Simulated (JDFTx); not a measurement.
# Sn (Fd-3m) in JDFTx: notebook

One crystal, Sn, is run at these levels: PBE; tasks: band structure.

Program: JDFTx 1.7.0 (patched build). These are calculated values, not measurements. Logs are shortened: lines on timing, memory, paths and dates and some standing lists are left out, and cuts for length are marked. The log counts tension as positive stress, the text compression.

### 1 The structure

Symmetry: Fd-3m, No. 227, cubic system. Conventional cell: a = 6.467 Å, b = 6.467 Å, c = 6.467 Å, α = 90.00°, β = 90.00°, γ = 90.00°. Sn (site symmetry -43m) has 4 Sn at 2.80 Å as nearest neighbours.

This isn't the form of Sn at room conditions, which is tetragonal (white tin).

### 2 Band structure, PBE

The input, bands.in:

```
lattice \
    0.0000000000     6.1101323590     6.1101323590 \
    6.1101323590     0.0000000000     6.1101323590 \
    6.1101323590     6.1101323590     0.0000000000
coords-type Cartesian
ion Sn     9.1651985385     9.1651985385     9.1651985385 1
ion Sn     6.1101323590     6.1101323590     6.1101323590 1

ion-species pseudo/Sn.upf
elec-cutoff 36 288
elec-ex-corr gga-PBE
elec-smearing Fermi 0.0018374661
elec-n-bands 21
electronic-minimize nIterations 30 energyDiffThreshold 1e-06
davidson-band-ratio 1.3
forces-output-coords Cartesian
include path.kpoints
symmetries none
fix-electron-density run.$VAR

dump-name bands.$VAR
dump End Ecomponents EigStats BandEigs Kpoints Forces
```

The input, path.kpoints:

```
kpoint +0.0000000000 +0.0000000000 +0.0000000000 0.020000000000
kpoint +0.0714285714 +0.0000000000 +0.0714285714 0.020000000000
kpoint +0.1428571429 +0.0000000000 +0.1428571429 0.020000000000
kpoint +0.2142857143 +0.0000000000 +0.2142857143 0.020000000000
kpoint +0.2857142857 +0.0000000000 +0.2857142857 0.020000000000
kpoint +0.3571428571 +0.0000000000 +0.3571428571 0.020000000000
kpoint +0.4285714286 +0.0000000000 +0.4285714286 0.020000000000
kpoint +0.5000000000 +0.0000000000 +0.5000000000 0.020000000000
kpoint +0.5000000000 +0.0833333333 +0.5833333333 0.020000000000
kpoint +0.5000000000 +0.1666666667 +0.6666666667 0.020000000000
kpoint +0.5000000000 +0.2500000000 +0.7500000000 0.020000000000
kpoint +0.4375000000 +0.3125000000 +0.7500000000 0.020000000000
kpoint +0.3750000000 +0.3750000000 +0.7500000000 0.020000000000
kpoint +0.3281250000 +0.3281250000 +0.6562500000 0.020000000000
kpoint +0.2812500000 +0.2812500000 +0.5625000000 0.020000000000
kpoint +0.2343750000 +0.2343750000 +0.4687500000 0.020000000000
kpoint +0.1875000000 +0.1875000000 +0.3750000000 0.020000000000
kpoint +0.1406250000 +0.1406250000 +0.2812500000 0.020000000000
kpoint +0.0937500000 +0.0937500000 +0.1875000000 0.020000000000
kpoint +0.0468750000 +0.0468750000 +0.0937500000 0.020000000000
kpoint +0.0000000000 +0.0000000000 +0.0000000000 0.020000000000
kpoint +0.0833333333 +0.0833333333 +0.0833333333 0.020000000000
kpoint +0.1666666667 +0.1666666667 +0.1666666667 0.020000000000
kpoint +0.2500000000 +0.2500000000 +0.2500000000 0.020000000000
kpoint +0.3333333333 +0.3333333333 +0.3333333333 0.020000000000
kpoint +0.4166666667 +0.4166666667 +0.4166666667 0.020000000000
kpoint +0.5000000000 +0.5000000000 +0.5000000000 0.020000000000
kpoint +0.5250000000 +0.4500000000 +0.5250000000 0.020000000000
kpoint +0.5500000000 +0.4000000000 +0.5500000000 0.020000000000
kpoint +0.5750000000 +0.3500000000 +0.5750000000 0.020000000000
kpoint +0.6000000000 +0.3000000000 +0.6000000000 0.020000000000
kpoint +0.6250000000 +0.2500000000 +0.6250000000 0.020000000000
kpoint +0.5625000000 +0.2500000000 +0.6875000000 0.020000000000
kpoint +0.5000000000 +0.2500000000 +0.7500000000 0.020000000000
kpoint +0.5000000000 +0.2916666667 +0.7083333333 0.020000000000
kpoint +0.5000000000 +0.3333333333 +0.6666666667 0.020000000000
kpoint +0.5000000000 +0.3750000000 +0.6250000000 0.020000000000
kpoint +0.5000000000 +0.4166666667 +0.5833333333 0.020000000000
kpoint +0.5000000000 +0.4583333333 +0.5416666667 0.020000000000
kpoint +0.5000000000 +0.5000000000 +0.5000000000 0.020000000000
kpoint +0.4791666667 +0.4791666667 +0.5416666667 0.020000000000
kpoint +0.4583333333 +0.4583333333 +0.5833333333 0.020000000000
kpoint +0.4375000000 +0.4375000000 +0.6250000000 0.020000000000
kpoint +0.4166666667 +0.4166666667 +0.6666666667 0.020000000000
kpoint +0.3958333333 +0.3958333333 +0.7083333333 0.020000000000
kpoint +0.3750000000 +0.3750000000 +0.7500000000 0.020000000000
kpoint +0.6250000000 +0.2500000000 +0.6250000000 0.020000000000
kpoint +0.5833333333 +0.1666666667 +0.5833333333 0.020000000000
kpoint +0.5416666667 +0.0833333333 +0.5416666667 0.020000000000
kpoint +0.5000000000 +0.0000000000 +0.5000000000 0.020000000000
```

Potentials or basis: PseudoDojo-SR-PBE-0.4.1-standard with smoothed tails.

Run with:

```sh
jdftx -c 1 -i bands.in -o bands.out
```

The program printed:

```text
*************** JDFTx 1.7.0 (patched build) ***************

Input parsed successfully to the following command list (including defaults):
[... the input with its defaults ...]

---------- Initializing the Grid ----------
R =
[            0      6.11013      6.11013  ]
[      6.11013            0      6.11013  ]
[      6.11013      6.11013            0  ]
unit cell volume = 456.228
G =
[  -0.514161   0.514161   0.514161  ]
[   0.514161  -0.514161   0.514161  ]
[   0.514161   0.514161  -0.514161  ]
Minimum fftbox size, Smin = [  68  68  68  ]
Chosen fftbox size, S = [  70  70  70  ]

---------- Initializing tighter grid for wavefunction operations ----------
R =
[            0      6.11013      6.11013  ]
[      6.11013            0      6.11013  ]
[      6.11013      6.11013            0  ]
unit cell volume = 456.228
G =
[  -0.514161   0.514161   0.514161  ]
[   0.514161  -0.514161   0.514161  ]
[   0.514161   0.514161  -0.514161  ]
Minimum fftbox size, Smin = [  48  48  48  ]
Chosen fftbox size, S = [  48  48  48  ]

---------- Exchange Correlation functional ----------
Initalized PBE GGA exchange.
Initalized PBE GGA correlation.

---------- Setting up pseudopotentials ----------
Width of ionic core gaussian charges (only for fluid interactions / plotting) set to 0

Reading pseudopotential file 'pseudo/Sn.upf':
  'Sn' pseudopotential, 'PBE' functional
  Generated using ONCVPSP code by D. R. Hamann
  14 valence electrons, 3 orbitals, 6 projectors, 1001 radial grid points, with lMax = 2
    4D    l: 2   occupation: 10.0   eigenvalue: -0.949566
    5S    l: 0   occupation:  2.0   eigenvalue: -0.387678
    5P    l: 1   occupation:  2.0   eigenvalue: -0.135764
  Core radius for overlap checks: 2.33 bohrs.

Initialized 1 species with 2 total atoms.

Folded 50 k-points by 1x1x1 to 50 k-points.

---------- Setting up k-points, bands, fillings ----------
No reducable k-points.
Computing the number of bands and number of electrons
Calculating initial fillings.
nElectrons:  28.000000   nBands: 21   nStates: 50

----- Setting up reduced wavefunction bases (one per k-point) -----
average nbasis = 4708.260 , ideal nbasis = 4706.842

---------- Setting up ewald sum ----------
Optimum gaussian width for ewald sums = 2.775116 bohr.
Real space sum over 1331 unit cells with max indices [  5  5  5  ]
Reciprocal space sum over 2197 terms with max indices [  6  6  6  ]

---------- Allocating electronic variables ----------
Reading n from file 'run.n' ... done
Initializing wave functions:  linear combination of atomic orbitals
Note: number of bands (21) exceeds available atomic orbitals (18)

----------- Band structure minimization -------------
Minimization will be done independently for each quantum number.

---- Minimization of quantum number:     0  [ +0.0000000 +0.0000000 +0.0000000 ]  0.040000000 ----
BandDavidson: Iter:   0  Eband: -0.019084475947452
BandDavidson: Iter:   1  Eband: -0.033817139855208  dEband: -1.473266e-02
BandDavidson: Iter:   2  Eband: -0.036878635919329  dEband: -3.061496e-03
BandDavidson: Iter:   3  Eband: -0.038001353059385  dEband: -1.122717e-03
[... 647 lines of inner loops ...]
BandDavidson: Iter:   7  Eband: -0.023966540704350  dEband: -1.483519e-06
BandDavidson: Iter:   8  Eband: -0.023967035837246  dEband: -4.951329e-07
BandDavidson: Converged (dEband<1.000000e-06)
	FillingsUpdate:  mu: +0.304624078  nElectrons: 28.000000
WARNING: these k-points are no uniform mesh, so that mu and the fillings of partly filled bands are only those of these points: take mu from the calculation that made the density or potential.

Dumping 'bands.eigStats' ...
	eMin: -0.500138 at state 13 ( [ +0.328125 +0.328125 -0.343750 ] spin 0 )
	HOMO: +0.304331 at state 25 ( [ +0.416667 +0.416667 +0.416667 ] spin 0 )
	mu  : +0.304624
	LUMO: +0.305302 at state 0 ( [ +0.000000 +0.000000 +0.000000 ] spin 0 )
	eMax: +0.706961 at state 45 ( [ +0.375000 +0.375000 -0.250000 ] spin 0 )
	HOMO-LUMO gap: +0.000970
	Optical gap  : +0.021463 at state 19 ( [ +0.046875 +0.046875 +0.093750 ] spin 0 )
Done!
[note: mu, HOMO and LUMO in a band run belong to the points of the path alone and aren't those of the crystal]
```

Run time: 45 s. Hardware: 1 thread of AMD EPYC 7R43 (Zen 3), shared host; peak memory 0.16 GiB.

What came out:

* Band gap along the path: none (metal or under the smearing width)

Levels at the corners of the path, in eV from the Fermi level:
```
point  band 11  band 12  band 13  band 14  band 15  band 16  band 17  band 18
    Γ   -10.67    -0.55     0.10     0.10     0.10     2.18     2.18     2.18
    X    -7.54    -7.54    -2.48    -2.48     0.82     0.82     7.83     7.83
    W    -7.48    -7.48    -3.07    -3.07     3.48     3.48     4.06     4.06
    K    -7.95    -7.05    -3.41    -2.12     1.11     3.40     5.84     6.08
    Γ   -10.67    -0.55     0.10     0.10     0.10     2.18     2.18     2.18
    L    -9.02    -6.33    -1.12    -1.12     0.03     3.25     3.25     5.70
    U    -7.95    -7.05    -3.41    -2.12     1.11     3.40     5.84     6.08
    W    -7.48    -7.48    -3.07    -3.07     3.48     3.48     4.06     4.06
    L    -9.02    -6.33    -1.12    -1.12     0.03     3.25     3.25     5.70
    K    -7.95    -7.05    -3.41    -2.12     1.11     3.40     5.84     6.08
    U    -7.95    -7.05    -3.41    -2.12     1.11     3.40     5.84     6.08
    X    -7.54    -7.54    -2.48    -2.48     0.82     0.82     7.83     7.83
```

Caveat: spin-orbit coupling is left out, which moves the levels of the heavy elements.

### 3 Band structure, PBE, spin-orbit coupling, no magnetisation

Edit bands.in of step 2 so:

```diff
@@ -9,6 +9,7 @@
 ion-species pseudo/Sn.upf
-elec-cutoff 36 288
+elec-cutoff 37 296
 elec-ex-corr gga-PBE
 elec-smearing Fermi 0.0018374661
-elec-n-bands 21
+elec-n-bands 42
+spintype spin-orbit
 electronic-minimize nIterations 30 energyDiffThreshold 1e-06
```

path.kpoints is that of step 2.

Potentials or basis: PseudoDojo-FR-PBE-0.4-standard with smoothed tails.

Run with:

```sh
jdftx -c 1 -i bands.in -o bands.out
```

Run time: 2.7 min. Hardware: 1 thread of AMD EPYC 7R43 (Zen 3), shared host; peak memory 0.45 GiB.

It converged, with:

| Quantity | Value |
| --- | --- |
| Band gap along the path | none (metal or under the smearing width) |

Levels at the corners of the path, in eV from the Fermi level:
```csv
point,band 25,band 26,band 27,band 28,band 29,band 30,band 31,band 32
Γ,-0.36,-0.36,0.32,0.32,0.32,0.32,1.86,1.86
X,-2.49,-2.49,-2.49,-2.49,0.83,0.83,0.83,0.83
W,-3.17,-3.17,-2.99,-2.99,3.31,3.31,3.62,3.62
K,-3.42,-3.42,-2.12,-2.12,1.11,1.11,3.40,3.40
Γ,-0.36,-0.36,0.32,0.32,0.32,0.32,1.86,1.86
L,-1.35,-1.35,-0.91,-0.91,0.03,0.03,3.14,3.14
U,-3.42,-3.42,-2.12,-2.12,1.11,1.11,3.40,3.40
W,-3.17,-3.17,-2.99,-2.99,3.31,3.31,3.62,3.62
L,-1.35,-1.35,-0.91,-0.91,0.03,0.03,3.14,3.14
K,-3.42,-3.42,-2.12,-2.12,1.11,1.11,3.40,3.40
U,-3.42,-3.42,-2.12,-2.12,1.11,1.11,3.40,3.40
X,-2.49,-2.49,-2.49,-2.49,0.83,0.83,0.83,0.83
```

### 4 For comparison

An earlier run on the cell as given: functional PBEsol; potentials or basis PseudoDojo-SR-PBEsol-0.4.1-standard with smoothed tails; cutoff 980 eV; density cutoff 7837 eV; k mesh 7 × 7 × 7; occupations fermi-dirac, width 0.05 eV; no spin polarisation.

* Pressure: 1.7 GPa
* Band gap on the k mesh: none (metal or under the smearing width)
